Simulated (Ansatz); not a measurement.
Crystal: Te2Mo.

```xyz
6
Lattice="3.5182 0.0000 0.0000 -1.7591 3.0469 0.0000 0.0000 0.0000 13.9736" Properties=species:S:1:pos:R:3 pbc="T T T"
Te    1.7591    1.0156    5.2960
Te    0.0000    2.0312   12.2828
Te    1.7591    1.0156    1.6908
Te    0.0000    2.0312    8.6776
Mo    1.7591    1.0156   10.4802
Mo    0.0000    2.0312    3.4934
```

- Program: Ansatz 0.2.0
- Task: relaxation of cell and atoms
- Functional: BLYP
- Dispersion: D3(BJ)
- Potentials or basis: Ansatz PAW
- Cutoff: 420 eV (not typed: the program's choice for these potentials)
- k mesh: 9 × 9 × 2
- Occupations: fermi-dirac, width 0.05 eV
- Spin: no spin polarisation

At the start: volume 24.96 Å³/atom.

Where does the relaxation end?

It ends after 5 steps and the volume is 24.40 Å³/atom (-2.3 %); space group P6_3/mmc (No. 194, to 0.05 Å).

Step by step:
```
step  energy change (eV)  largest force (eV/Å)  volume (Å³)
   1              0.0000                0.4313       149.79
   2             -0.0583                0.0395       147.46
   3             -0.0623                0.0457       146.50
   4             -0.0627                0.0086       146.41
   5             -0.0620                0.0086       146.41
```

Final structure:
```yaml
crystal:
  lattice:
    - [3.53486, 0.00000, 0.00000]
    - [-1.76743, 3.06128, 0.00000]
    - [0.00000, 0.00000, 13.52971]
  atoms:
    - { symbol: Te, position: [0.66667, 0.33333, 0.38411] }
    - { symbol: Te, position: [0.33333, 0.66667, 0.88411] }
    - { symbol: Te, position: [0.66667, 0.33333, 0.11589] }
    - { symbol: Te, position: [0.33333, 0.66667, 0.61589] }
    - { symbol: Mo, position: [0.66667, 0.33333, 0.75000] }
    - { symbol: Mo, position: [0.33333, 0.66667, 0.25000] }
```

Caveat: the plane-wave basis is chosen anew once the cell has moved, so the energies of steps on either side of that aren't comparable; the PAW data sets come from PBE, with cores solved anew for the run's functional, which leaves a small shift of forces and pressure.
